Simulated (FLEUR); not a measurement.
La2O3 under changes of volume

One of the cells (16.357 Å³/atom); the others are scaled copies at fixed shape and fractional positions:

```
La O
1.0
     3.93078    0.00000    0.00000
    -1.96539    3.40415    0.00000
     0.00000    0.00000    6.11195
La O
2 3
Direct
  0.33333 0.66667 0.24624
  0.66667 0.33333 0.75376
  0.00000 0.00000 0.00000
  0.33333 0.66667 0.64589
  0.66667 0.33333 0.35411
```

The cell is a database's computed one.

```yaml
Program: FLEUR MaX-R8.1 (later development tree)
Functional: PBE
Potentials_or_basis: all-electron
Basis: FLAPW
Kmax: 4.56 1/bohr
k_mesh: 8 × 8 × 5
Occupations: fermi-dirac, width 0.05 eV
Spin: no spin polarisation
```

| volume (Å³/atom) | energy over the lowest point (meV/atom) | gap on the mesh (eV) |
| --- | --- | --- |
| 15.375 | 40.89 | 3.92 |
| 15.703 | 20.88 | 3.91 |
| 16.030 | 7.88 | 3.89 |
| 16.357 | 1.17 | 3.87 |
| 16.684 | 0.00 | 3.85 |
| 17.011 | ? | ? |
| 17.338 | 12.35 | 3.78 |

Q: What does the run at 17.011 Å³/atom give?

A: Energy over the lowest point 3.86 meV/atom; gap on the mesh 3.82 eV.

Worked out: A Birch-Murnaghan fit of order 3 (a polynomial in V^(-2/3)) to the other rows has its minimum at 16.59 Å³/atom with B0 = V·E''(V) = 129 GPa and B' = 4.4 at fixed shape and positions, which overstates the stiffness. It gives 3.91 meV/atom at 17.011 Å³/atom, against the run's 3.86. A parabola through the other rows of the gap, of slope -1.69 eV per unit of ln V there, gives 3.82 eV, against the run's 3.82.

Energies are extrapolated to zero smearing.

Caveats: spin-orbit coupling is left out, which moves the levels of the heavy elements; an odd mesh through Γ misses points on the zone boundary, where band edges often lie.
